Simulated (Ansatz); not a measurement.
## Li(110) slab, 3 layers: phonons and vibrational spectra

Wanted: phonon frequencies of Li(110) slab, 3 layers and what follows from them.

Main program and level: Ansatz 0.2.0; DFT PBE, scalar-relativistic, plane waves, PAW.

Most raw output is cut from this account.

## (1) The starting structure

The cell holds 3 atoms: 3 Li. Cell: a = 3.022 Å, b = 3.022 Å, c = 17.936 Å, α = 90.0°, β = 90.0°, γ = 70.5°. Vacuum lies along c.

As a file:

```cif
data_structure
_symmetry_space_group_name_H-M 'P 1'
_symmetry_Int_Tables_number 1
_cell_length_a 3.0224
_cell_length_b 3.0224
_cell_length_c 17.9356
_cell_angle_alpha 90.000
_cell_angle_beta 90.000
_cell_angle_gamma 70.529
_cell_volume 154.47
loop_
_atom_site_label
_atom_site_type_symbol
_atom_site_fract_x
_atom_site_fract_y
_atom_site_fract_z
_atom_site_occupancy
Li1 Li 0.00000 0.00000 0.36241 1
Li2 Li 0.50000 0.50000 0.50000 1
Li3 Li 0.00000 0.00000 0.63759 1
```

## (2) Relaxation

The cell and atoms are relaxed, since residual forces and stress would shift the frequencies.

The program solves this slab on a cell height of its own, 33.7 Å, in place of the one typed.

input.yaml reads:

```yaml
crystal:
  lattice:
    - [1.745, 2.4678, 0.0]
    - [-1.745, 2.4678, 0.0]
    - [0.0, 0.0, 17.93561]
  atoms:
    - { symbol: Li, position: [0.0, 0.0, 0.362408] }
    - { symbol: Li, position: [0.5, 0.5, 0.5] }
    - { symbol: Li, position: [0.0, 0.0, 0.637592] }
  periodic: [true, true, false]
kpoints:
  mp_grid: { grid: [12, 12, 1] }
hamiltonian:
  xc: pbe
scf:
  occupations: { method: gaussian, width: 0.1 }
output:
  forces: true
  stress: true
  eigenvalues: true
  write_density: true
  write_potential: true
  elf: true
  volumetric_format: npy
relax:
  adjacent_minimum: "off"
  f_tol: 0.005
  max_steps: 80
  cell: { stress_2d_tol: 0.02 }
```

Started as:

```
$ ansatz run input.yaml --threads 8 --pin off --max-ram 14336MiB --backend cpu --events-out ev --progress --plain --runs-dir out
```

Elapsed: 8.7 s, on 8 threads of Intel Xeon Platinum 8488C (Sapphire Rapids), shared host; peak memory 0.75 GiB; 53 s of CPU time.

Relaxation path:

```
step  energy less that of the first step (eV)  largest force component (eV/Å)  volume (Å³)
   1                                   0.0000                          0.1056       290.00
   2                                  -0.0188                          0.0032       289.38
   3                                  -0.0198                          0.0055       288.36
   4                                  -0.0283                          0.0391       278.40
   5                                  -0.0310                          0.0039       279.13
   6                                  -0.0318                          0.0063       282.74
   7                                  -0.0319                          0.0003       282.36
  8*                                  -0.0318                          0.0003       282.36
```

Relaxation steps marked * repeat the geometry before them on a plane-wave basis chosen anew for their cell, so energy and pressure can jump there.

Forces are held to the 8 operations that the run works with; a distortion that breaks them can't arise in this run.

```
cell as run  before  after  change
      a (Å)   3.022  3.042  +0.7 %
      b (Å)   3.022  3.042  +0.7 %
      γ (°)   70.53  64.95  -7.9 %
```

The atoms that moved most (Å, along periodic axes as changes of fractional coordinates times the final cell, across vacuum about the mean position):

```
atom     dx     dy      dz  length
 Li1  0.000  0.000   0.108   0.108
 Li3  0.000  0.000  -0.108   0.108
```

Final coordinates:

```cif
data_structure
_symmetry_space_group_name_H-M 'P 1'
_symmetry_Int_Tables_number 1
_cell_length_a 3.0424
_cell_length_b 3.0424
_cell_length_c 33.6712
_cell_angle_alpha 90.000
_cell_angle_beta 90.000
_cell_angle_gamma 64.954
_cell_volume 282.36
loop_
_atom_site_label
_atom_site_type_symbol
_atom_site_fract_x
_atom_site_fract_y
_atom_site_fract_z
_atom_site_occupancy
Li1 Li 0.00000 0.00000 0.19626 1
Li2 Li 0.50000 0.50000 0.26633 1
Li3 Li 0.00000 0.00000 0.33641 1
```

This step gave:

- gap on the k-mesh: 0 eV
- area per atom: 2.795 Å²

Valence density in the ac plane at fractional y = 1.000, with atoms of Li within 0.2 Å of it. It is the smooth field of the valence electrons, not physical close to the nuclei.

Ten steps, logarithmic in the rise over the least value, from '0' (0.0 e/Å³) to '9' (3.7 e/Å³), each cell a mean:
```
0000000000000000
0000000000000000
0000000000000000
0000000000000000
0000000000000000
0000000000000000
0000000000000000
0000000000000000
0000000000000000
0000000000000000
0000000000000000
0000000000000000
0000000000000000
0000000000000000
0000000000000000
9973111111111379
6642222222222246
1111111111111111
5532222222222235
9973111111111379
0000000000000000
0000000000000000
0000000000000000
0000000000000000
```
Columns run along a (3.0 Å), rows up along c (33.7 Å). Atoms in or near the plane, at fractional coordinates: Li at (0.00, 0.20), Li at (0.00, 0.34).

ELF in the ac plane at fractional y = 1.000, with atoms of Li within 0.2 Å of it. It is the smooth field of the valence electrons, not physical close to the nuclei.

Ten even steps from '0' (0.00 × 1e-1) to '9' (7.12 × 1e-1), each cell a mean:
```
0000000000000000
0000000000000000
0000000000000000
0000000000000000
0000000000000000
0000000000000000
0000000000000000
0000000000000000
0000000000000000
0000000000000000
0000000000000000
0000000000000000
0000000000000000
0000000000000000
1222344555443222
7751026999620157
5543468999864345
7777777777777777
5444568999865444
8861025999520168
1122345555543221
0000000000000000
0000000000000000
0000000000000000
```
Columns run along a (3.0 Å), rows up along c (33.7 Å). Atoms in or near the plane, at fractional coordinates: Li at (0.00, 0.20), Li at (0.00, 0.34).

Electrostatic potential energy in the ac plane at fractional y = 1.000, with atoms of Li within 0.2 Å of it. With pseudopotentials it is smooth inside the atoms' cores, unlike the true potential.

Ten even steps from '_' (-12 eV) to '@' (0 eV), each cell a mean:
```
@@@@@@@@@@@@@@@@@@@@@@@@@@@@@@@@
@@@@@@@@@@@@@@@@@@@@@@@@@@@@@@@@
@@@@@@@@@@@@@@@@@@@@@@@@@@@@@@@@
@@@@@@@@@@@@@@@@@@@@@@@@@@@@@@@@
@@@@@@@@@@@@@@@@@@@@@@@@@@@@@@@@
@@@@@@@@@@@@@@@@@@@@@@@@@@@@@@@@
@@@@@@@@@@@@@@@@@@@@@@@@@@@@@@@@
@@@@@@@@@@@@@@@@@@@@@@@@@@@@@@@@
@@@@@@@@@@@@@@@@@@@@@@@@@@@@@@@@
@@@@@@@@@@@@@@@@@@@@@@@@@@@@@@@@
@@@@@@@@@@@@@@@@@@@@@@@@@@@@@@@@
@@@@@@@@@@@@@@@@@@@@@@@@@@@@@@@@
@@@@@@@@@@@@@@@@@@@@@@@@@@@@@@@@
@@@@@@@@@@@@@@@@@@@@@@@@@@@@@@@@
%%@@@@@@@@@@@@@@@@@@@@@@@@@@@@@@
____..::==**##%%%%%%##**==::..__
----==++##%%%%@@@@@@%%%%##++==--
%%%%%%%%%%%%%%%%%%%%%%%%%%%%%%%%
====++**##%%%%@@@@@@%%%%##**++==
______..==**##%%%%%%##**==..____
%%%%%%@@@@@@@@@@@@@@@@@@@@@@%%%%
@@@@@@@@@@@@@@@@@@@@@@@@@@@@@@@@
@@@@@@@@@@@@@@@@@@@@@@@@@@@@@@@@
@@@@@@@@@@@@@@@@@@@@@@@@@@@@@@@@
```
Columns run along a (3.0 Å; values clipped at the 3rd and 97th percentile), rows up along c (33.7 Å). Atoms in or near the plane, at fractional coordinates: Li at (0.00, 0.20), Li at (0.00, 0.34).

## (3) Relaxing to small forces for the phonons

Phonons need a cell at rest on their own settings, so the relaxation is repeated with tight tolerances on forces and stress, using the mesh and the filling of the phonon run that follows.

input.yaml, the sections that differ from step 2:

```yaml
crystal:
  lattice:
    - [1.6336514823, 2.5665738319, 0.0]
    - [-1.6336514823, 2.5665738319, 0.0]
    - [0.0, 0.0, 33.6711858045]
  atoms:
    - { symbol: Li, position: [0.0, 0.0, 0.1962555479] }
    - { symbol: Li, position: [0.5, 0.5, 0.266334695] }
    - { symbol: Li, position: [0.0, 0.0, 0.336413842] }
  periodic: [true, true, false]
scf:
  occupations: { method: methfessel_paxton, width: 0.15 }
relax:
  adjacent_minimum: "off"
  f_tol: 0.001
  max_steps: 60
  cell: { stress_2d_tol: 0.002 }
# kpoints, hamiltonian, output: as in step 2
```

The job ended after 6.8 s (8 threads; peak memory 0.74 GiB).

Relaxation path:

```
step  energy less that of the first step (eV)  largest force component (eV/Å)  volume (Å³)
   1                                   0.0000                          0.0002       282.36
   2                                   0.0000                          0.0000       282.33
   3                                   0.0000                          0.0024       282.21
   4                                   0.0000                          0.0021       282.52
   5                                   0.0000                          0.0003       282.29
   6                                   0.0000                          0.0000       282.30
  7*                                   0.0000                          0.0000       282.30
```

Relaxation steps marked * repeat the geometry before them on a plane-wave basis chosen anew for their cell, so energy and pressure can jump there. Relaxation step 4 was tried and not accepted.

The run keeps the 8 symmetry operations that it works with, so distortions that break them were not tested.

```
cell as run  before  after  change
      a (Å)   3.042  3.040  -0.1 %
      b (Å)   3.042  3.040  -0.1 %
      γ (°)   64.95  65.09  +0.2 %
```

The relaxed structure:

```
Li
1.0
     1.63556    2.56309    0.00000
    -1.63556    2.56309    0.00000
     0.00000    0.00000   33.67119
Li
3
Direct
  0.00000 0.00000 0.19627
  0.50000 0.50000 0.26633
  0.00000 0.00000 0.33640
```

ELF in the ac plane at fractional y = 0.000, with atoms of Li within 0.2 Å of it. It is the smooth field of the valence electrons, not physical close to the nuclei.

Values in units of 1e-1, 24 rows by 16 columns, each cell a mean:
```
0.0 0.0 0.0 0.0 0.0 0.0 0.0 0.0 0.0 0.0 0.0 0.0 0.0 0.0 0.0 0.0
0.0 0.0 0.0 0.0 0.0 0.0 0.0 0.0 0.0 0.0 0.0 0.0 0.0 0.0 0.0 0.0
0.0 0.0 0.0 0.0 0.0 0.0 0.0 0.0 0.0 0.0 0.0 0.0 0.0 0.0 0.0 0.0
0.0 0.0 0.0 0.0 0.0 0.0 0.0 0.0 0.0 0.0 0.0 0.0 0.0 0.0 0.0 0.0
0.0 0.0 0.0 0.0 0.0 0.0 0.0 0.0 0.0 0.0 0.0 0.0 0.0 0.0 0.0 0.0
0.0 0.0 0.0 0.0 0.0 0.0 0.0 0.0 0.0 0.0 0.0 0.0 0.0 0.0 0.0 0.0
0.0 0.0 0.0 0.0 0.0 0.0 0.0 0.0 0.0 0.0 0.0 0.0 0.0 0.0 0.0 0.0
0.0 0.0 0.0 0.0 0.0 0.0 0.0 0.0 0.0 0.0 0.0 0.0 0.0 0.0 0.0 0.0
0.0 0.0 0.0 0.0 0.0 0.0 0.0 0.0 0.0 0.0 0.0 0.0 0.0 0.0 0.0 0.0
0.0 0.0 0.0 0.0 0.0 0.0 0.0 0.0 0.0 0.0 0.0 0.0 0.0 0.0 0.0 0.0
0.0 0.0 0.0 0.0 0.0 0.0 0.0 0.0 0.0 0.0 0.0 0.0 0.0 0.0 0.0 0.0
0.0 0.0 0.0 0.0 0.0 0.0 0.0 0.0 0.0 0.0 0.0 0.0 0.0 0.0 0.0 0.0
0.0 0.0 0.0 0.0 0.0 0.0 0.0 0.0 0.0 0.0 0.0 0.0 0.0 0.0 0.0 0.0
0.4 0.4 0.4 0.4 0.4 0.5 0.5 0.5 0.5 0.5 0.5 0.5 0.4 0.4 0.4 0.4
1.4 1.4 1.7 2.0 2.5 3.0 3.5 3.7 3.8 3.7 3.5 3.0 2.5 2.0 1.7 1.4
5.5 5.3 4.2 1.2 0.6 1.8 4.3 6.6 7.0 6.6 4.3 1.8 0.6 1.2 4.2 5.3
3.9 3.7 3.1 2.7 3.3 4.5 6.1 6.9 7.1 6.9 6.1 4.5 3.3 2.7 3.1 3.7
5.6 5.6 5.5 5.4 5.4 5.4 5.4 5.5 5.5 5.5 5.4 5.4 5.4 5.4 5.5 5.6
3.6 3.5 3.0 3.0 3.7 4.9 6.2 6.9 7.0 6.9 6.2 4.9 3.7 3.0 3.0 3.5
6.2 6.0 4.6 1.2 0.4 1.5 4.2 6.6 7.1 6.6 4.2 1.5 0.4 1.2 4.6 6.0
1.3 1.4 1.6 2.1 2.6 3.3 3.8 4.1 4.2 4.1 3.8 3.3 2.6 2.1 1.6 1.4
0.4 0.4 0.4 0.5 0.5 0.5 0.6 0.6 0.6 0.6 0.6 0.5 0.5 0.5 0.4 0.4
0.0 0.0 0.0 0.0 0.0 0.0 0.0 0.0 0.0 0.0 0.0 0.0 0.0 0.0 0.0 0.0
0.0 0.0 0.0 0.0 0.0 0.0 0.0 0.0 0.0 0.0 0.0 0.0 0.0 0.0 0.0 0.0
```
Columns run along a (3.0 Å), rows up along c (33.7 Å). Atoms in or near the plane, at fractional coordinates: Li at (0.00, 0.20), Li at (0.00, 0.34).

Valence density in the ac plane at fractional y = 0.000, with atoms of Li within 0.2 Å of it. It is the smooth field of the valence electrons, not physical close to the nuclei.

Values in e/Å³, 24 rows by 16 columns, each cell a mean:
```
0.0 0.0 0.0 0.0 0.0 0.0 0.0 0.0 0.0 0.0 0.0 0.0 0.0 0.0 0.0 0.0
0.0 0.0 0.0 0.0 0.0 0.0 0.0 0.0 0.0 0.0 0.0 0.0 0.0 0.0 0.0 0.0
0.0 0.0 0.0 0.0 0.0 0.0 0.0 0.0 0.0 0.0 0.0 0.0 0.0 0.0 0.0 0.0
0.0 0.0 0.0 0.0 0.0 0.0 0.0 0.0 0.0 0.0 0.0 0.0 0.0 0.0 0.0 0.0
0.0 0.0 0.0 0.0 0.0 0.0 0.0 0.0 0.0 0.0 0.0 0.0 0.0 0.0 0.0 0.0
0.0 0.0 0.0 0.0 0.0 0.0 0.0 0.0 0.0 0.0 0.0 0.0 0.0 0.0 0.0 0.0
0.0 0.0 0.0 0.0 0.0 0.0 0.0 0.0 0.0 0.0 0.0 0.0 0.0 0.0 0.0 0.0
0.0 0.0 0.0 0.0 0.0 0.0 0.0 0.0 0.0 0.0 0.0 0.0 0.0 0.0 0.0 0.0
0.0 0.0 0.0 0.0 0.0 0.0 0.0 0.0 0.0 0.0 0.0 0.0 0.0 0.0 0.0 0.0
0.0 0.0 0.0 0.0 0.0 0.0 0.0 0.0 0.0 0.0 0.0 0.0 0.0 0.0 0.0 0.0
0.0 0.0 0.0 0.0 0.0 0.0 0.0 0.0 0.0 0.0 0.0 0.0 0.0 0.0 0.0 0.0
0.0 0.0 0.0 0.0 0.0 0.0 0.0 0.0 0.0 0.0 0.0 0.0 0.0 0.0 0.0 0.0
0.0 0.0 0.0 0.0 0.0 0.0 0.0 0.0 0.0 0.0 0.0 0.0 0.0 0.0 0.0 0.0
0.0 0.0 0.0 0.0 0.0 0.0 0.0 0.0 0.0 0.0 0.0 0.0 0.0 0.0 0.0 0.0
0.0 0.0 0.0 0.0 0.0 0.0 0.0 0.0 0.0 0.0 0.0 0.0 0.0 0.0 0.0 0.0
3.3 2.4 0.9 0.2 0.0 0.0 0.0 0.0 0.0 0.0 0.0 0.0 0.0 0.2 0.9 2.4
0.9 0.7 0.3 0.1 0.1 0.1 0.1 0.1 0.1 0.1 0.1 0.1 0.1 0.1 0.3 0.7
0.1 0.1 0.1 0.1 0.1 0.1 0.1 0.1 0.1 0.1 0.1 0.1 0.1 0.1 0.1 0.1
0.5 0.3 0.1 0.1 0.1 0.1 0.1 0.1 0.1 0.1 0.1 0.1 0.1 0.1 0.1 0.3
3.7 2.7 1.0 0.2 0.1 0.0 0.0 0.0 0.0 0.0 0.0 0.0 0.1 0.2 1.0 2.7
0.0 0.0 0.0 0.0 0.0 0.0 0.0 0.0 0.0 0.0 0.0 0.0 0.0 0.0 0.0 0.0
0.0 0.0 0.0 0.0 0.0 0.0 0.0 0.0 0.0 0.0 0.0 0.0 0.0 0.0 0.0 0.0
0.0 0.0 0.0 0.0 0.0 0.0 0.0 0.0 0.0 0.0 0.0 0.0 0.0 0.0 0.0 0.0
0.0 0.0 0.0 0.0 0.0 0.0 0.0 0.0 0.0 0.0 0.0 0.0 0.0 0.0 0.0 0.0
```
Columns run along a (3.0 Å), rows up along c (33.7 Å). Atoms in or near the plane, at fractional coordinates: Li at (0.00, 0.20), Li at (0.00, 0.34).

Electrostatic potential energy in the ac plane at fractional y = 0.000, with atoms of Li within 0.2 Å of it. With pseudopotentials it is smooth inside the atoms' cores, unlike the true potential.

Values in eV, 24 rows by 16 columns, each cell a mean:
```
  0   0   0   0   0   0   0   0   0   0   0   0   0   0   0   0
  0   0   0   0   0   0   0   0   0   0   0   0   0   0   0   0
  0   0   0   0   0   0   0   0   0   0   0   0   0   0   0   0
  0   0   0   0   0   0   0   0   0   0   0   0   0   0   0   0
  0   0   0   0   0   0   0   0   0   0   0   0   0   0   0   0
  0   0   0   0   0   0   0   0   0   0   0   0   0   0   0   0
  0   0   0   0   0   0   0   0   0   0   0   0   0   0   0   0
  0   0   0   0   0   0   0   0   0   0   0   0   0   0   0   0
  0   0   0   0   0   0   0   0   0   0   0   0   0   0   0   0
  0   0   0   0   0   0   0   0   0   0   0   0   0   0   0   0
  0   0   0   0   0   0   0   0   0   0   0   0   0   0   0   0
  0   0   0   0   0   0   0   0   0   0   0   0   0   0   0   0
  0   0   0   0   0   0   0   0   0   0   0   0   0   0   0   0
  0   0   0   0   0   0   0   0   0   0   0   0   0   0   0   0
 -1  -1  -1  -1  -1  -1  -1   0   0   0  -1  -1  -1  -1  -1  -1
-11 -11 -11 -10  -6  -4  -3  -2  -2  -2  -3  -4  -6 -10 -11 -11
 -8  -7  -7  -6  -3  -2  -2  -1  -1  -1  -2  -2  -3  -6  -7  -7
 -1  -1  -1  -1  -1  -1  -2  -1  -1  -1  -2  -1  -1  -1  -1  -1
 -7  -6  -6  -5  -3  -2  -1  -1  -1  -1  -1  -2  -3  -5  -6  -6
-12 -12 -11 -10  -7  -4  -3  -2  -2  -2  -3  -4  -7 -10 -11 -12
 -1  -1  -1  -1  -1  -1  -1  -1   0  -1  -1  -1  -1  -1  -1  -1
  0   0   0   0   0   0   0   0   0   0   0   0   0   0   0   0
  0   0   0   0   0   0   0   0   0   0   0   0   0   0   0   0
  0   0   0   0   0   0   0   0   0   0   0   0   0   0   0   0
```
Columns run along a (3.0 Å; values clipped at the 3rd and 97th percentile), rows up along c (33.7 Å). Atoms in or near the plane, at fractional coordinates: Li at (0.00, 0.20), Li at (0.00, 0.34).

The largest force component left is 0.030 meV/Å, within the tolerances set.

## (4) Modes at Γ

The zone centre comes first: it holds the modes that light can see, as far as symmetry allows. No field response is asked, since the mesh shows no gap.

input.yaml, the sections that differ from step 3:

```yaml
crystal:
  lattice:
    - [1.6355579843, 2.563085382, 0.0]
    - [-1.6355579843, 2.563085382, 0.0]
    - [0.0, 0.0, 33.6711858045]
  atoms:
    - { symbol: Li, position: [0.0, 0.0, 0.1962719329] }
    - { symbol: Li, position: [0.5, 0.5, 0.266334695] }
    - { symbol: Li, position: [0.0, 0.0, 0.3363974571] }
  periodic: [true, true, false]
output:
  eigenvalues: true
phonons:
  method: dfpt
# kpoints, hamiltonian, scf: as in step 3
# relax: removed
```

The job ended after 8.8 s (8 threads; peak memory 0.92 GiB; 53 s of CPU time).

This step gave:

```
sum-rule residual before enforcement                    : 1.63e-5 eV/Å²
point group                                             : mmm
highest optical mode at the zone centre (no LO-TO term) : 303.9 cm⁻¹
lowest optical zone-centre mode                         : -62.56 cm⁻¹
```

(Part 1 of 2 ends here.)

[Logs are printed without paths, hosts, clocks, repeated set-up lines and the standing remarks that a program may print on its own settings, such as how far it seeks lower states.]

[Hosts, paths, dates, database ids (printed as entryN), source tags and the programs' standing remarks are cut or masked in the printed files.]
